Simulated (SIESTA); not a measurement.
The system is BaTiO3.

```xyz
5
Lattice="3.9998 0.0000 0.0000 0.0000 3.9998 0.0000 0.0000 0.0000 4.0180" Properties=species:S:1:pos:R:3 pbc="T T T"
Ba    0.0000    0.0000    0.0000
Ti    1.9999    1.9999    1.9688
O     0.0000    1.9999    2.0773
O     1.9999    0.0000    2.0773
O     1.9999    1.9999    0.0763
```

Base run:

```yaml
Program: SIESTA 5.4.2
Functional: BLYP
Potentials_or_basis: PseudoDojo 0.4 standard (PBE files)
Basis: DZP (energy shift 0.003 Ry; two zetas on semicore shells; d shell added on Ba)
Grid_cutoff: 800 Ry
Energy_shift: 0.003 Ry
k_mesh: 7 × 7 × 7
Occupations: fermi-dirac, width 0.05 eV
Spin: no spin polarisation
```

Its results: band gap on the k mesh 1.85 eV, indirect (least direct gap 2.02 eV); pressure 10.8 GPa; largest force 0.139 eV/Å.

Task: After a change of settings the same cell gave: band gap on the k mesh 1.81 eV, indirect (least direct gap 1.99 eV); pressure -0.3 GPa; largest force 0.203 eV/Å. Which change was it?
A. functional from BLYP to PBEsol; potentials or basis from PseudoDojo 0.4 standard (PBE files) to PseudoDojo 0.4 standard (PBEsol files)
B. functional from BLYP to PBE; k mesh from 7 × 7 × 7 to 5 × 5 × 5
C. functional from BLYP to vdW-DF-cx

Result: C.

Caveats: this set's barium file shifts pressures by up to 1 GPa against other sets; the potentials were made for another functional, which shifts forces and pressure; spin-orbit coupling is left out, which moves the levels of the heavy elements; the mesh misses the band edges, which the band path finds closer together; the basis of atomic orbitals isn't converged, which shifts pressures, moduli and gaps.

Not every run made on this cell is shown here.
